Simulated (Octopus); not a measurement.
Runs of Octopus 16.4 on Pt. It takes space group Fm-3m (No. 225, cubic). Conventional cell: a = 3.922 Å, b = 3.922 Å, c = 3.922 Å, α = 90.00°, β = 90.00°, γ = 90.00°. Pt (site symmetry m-3m) is surrounded by 12 Pt at 2.77 Å. 

```csv
task,level,potentials or basis,grid spacing,gap on the mesh (eV),V0 of scaled cells (Å³/atom),B0 (GPa)
single point,PBE,"pseudodojo_pbe (PseudoDojo 0.5, PBE)",0.132 Å,none,-,-
equation of state,PBE,"pseudodojo_pbe (PseudoDojo 0.5, PBE)",-,-,15.69,249
single point,PBEsol,"pseudodojo_pbesol (PseudoDojo 0.4, PBEsol)",0.132 Å,none,-,-
equation of state,PBEsol,"pseudodojo_pbesol (PseudoDojo 0.4, PBEsol)",-,-,15.08,(a)
```

Alike in all rows: no spin polarisation; cell as given; k mesh 12 × 12 × 12; smearing fermi-dirac 0.05 eV.

Task: Fill in the values left out.

Result: (a) 281.

Caveats: the number of grid points is fixed, so the spacing changes with the cell, which shifts volumes and moduli (some runs).

A k mesh can miss the band edges, and the runs leave out spin-orbit coupling on Pt.

A gap of «none» marks a metal or a gap under the smearing width.

Not every run made on this cell is shown here.
